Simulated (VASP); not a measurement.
Crystal: TaC.

```
CELL_PARAMETERS angstrom
0.00000 2.22300 2.22300
2.22300 0.00000 2.22300
2.22300 2.22300 0.00000
ATOMIC_POSITIONS crystal
Ta 0.00000 0.00000 0.00000
C 0.50000 0.50000 0.50000
```

| Property | Result |
| --- | --- |
| Program | VASP 6.6.1 |
| Task | relaxation of cell and atoms |
| Functional | PBE |
| Potentials or basis | VASP PAW PBE potentials, release 64 (Ta_pv, C) |
| Cutoff | 600 eV |
| k mesh | 14 × 14 × 14 |
| Occupations | methfessel-paxton, width 0.1 eV |
| Spin | no spin polarisation |

At the start: pressure 7.4 GPa; volume 10.99 Å³/atom.

Question: How do energy, volume and symmetry change on relaxing?

Answer: Over 3 steps the energy falls by 5.4 meV/atom and the volume is 11.23 Å³/atom (+2.2 %); space group Fm-3m (No. 225, to 0.05 Å).

Step by step:
| step | energy change (eV) | largest force (eV/Å) | pressure (GPa) | volume (Å³) |
| --- | --- | --- | --- | --- |
| 1 | 0.0000 | 0.0000 | 7.38 | 21.97 |
| 2 | 0.0452 | 0.0000 | -14.72 | 23.62 |
| 3 | -0.0109 | 0.0000 | -0.11 | 22.46 |

Final structure:
```
Ta C
1.0
     0.00000    2.23943    2.23943
     2.23943    0.00000    2.23943
     2.23943    2.23943    0.00000
Ta C
1 1
Cartesian
  0.0000 0.0000 0.0000
  2.2394 2.2394 2.2394
```
